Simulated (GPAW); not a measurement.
Runs of GPAW 26.7.0 on GaAs. It takes space group F-43m (No. 216, cubic). Conventional cell: a = 5.654 Å, b = 5.654 Å, c = 5.654 Å, α = 90.00°, β = 90.00°, γ = 90.00°. As (site symmetry -43m) has 4 Ga at 2.45 Å as nearest neighbours. Ga (site symmetry -43m) has 4 As at 2.45 Å as nearest neighbours. 

| task | level | potentials or basis | spin | cell | k mesh | cutoff (eV) | smearing | maxiter | valence bands | conduction bands | scissors | integrate gamma | grid spacing | other keys | mesh quality | gap on the mesh (eV) | pressure (GPa) |
| --- | --- | --- | --- | --- | --- | --- | --- | --- | --- | --- | --- | --- | --- | --- | --- | --- | --- |
| single point | BHandHLYP | GPAW PAW data sets (gpaw-data 1.2.1), pw | off | as given | 4 × 4 × 4 | 450 | fermi-dirac 0.05 eV | 60 | - | - | - | - | - | - | coarse | 3.67 | - |
| electron localisation function | SCAN | GPAW PAW data sets (gpaw-data 1.2.1), pw | off | as given | 4 × 4 × 4 | 510 | fermi-dirac 0.01 eV | 150 | - | - | - | - | - | - | coarse | 0.86 | 1.0 |
| Born charges | PBE+D4 | GPAW PAW data sets (gpaw-data 1.2.1), pw | off | relaxed | 5 × 5 × 5 | 510 | fermi-dirac 0.01 eV | 150 | - | - | - | - | - | - | coarse | 0.44 | 0.0 |
| band structure | PW91 | PAW data sets generated in the run's folder for this functional, pw | SOC, no magnetisation | as given | 8 × 8 × 8 | 600 | fermi-dirac 0.05 eV | 150 | - | - | - | - | - | - | not flagged | (b) | (a) |
| band structure | C09-vdW | GPAW PAW data sets (gpaw-data 1.2.1), pw | SOC, no magnetisation | as given | 8 × 8 × 8 | 600 | fermi-dirac 0.05 eV | 150 | - | - | - | - | - | - | not flagged | 0.44 | - |
| phonons | C09-vdW | GPAW PAW data sets (gpaw-data 1.2.1), lcao:dzp | off | atoms relaxed | 8 × 8 × 8 | - | fermi-dirac 0.05 eV | 75 | - | - | - | - | 0.16 Å | several, not listed | not flagged | 0.55 | - |

Task: Estimate the missing entries.

Result: (a) 4.1; (b) 0.41.

Caveats: some runs use coarse meshes; the PAW data sets were made with another functional, which shifts forces and pressure a little (some runs); the cutoff is short for stress and forces, so pressures can be off by a GPa or more (some runs); the LO-TO splitting is left out (some runs); spin-orbit coupling was added after a scalar SCF, so levels and gaps hold it while energy, forces, pressure and moments don't (some runs); this program's spin-orbit splittings come out too wide for heavy elements (some runs); exact exchange converges slowly with the k mesh, and this mesh is small (some runs).

A k mesh can miss the band edges, and rows without SOC leave out spin-orbit coupling on As, Ga.
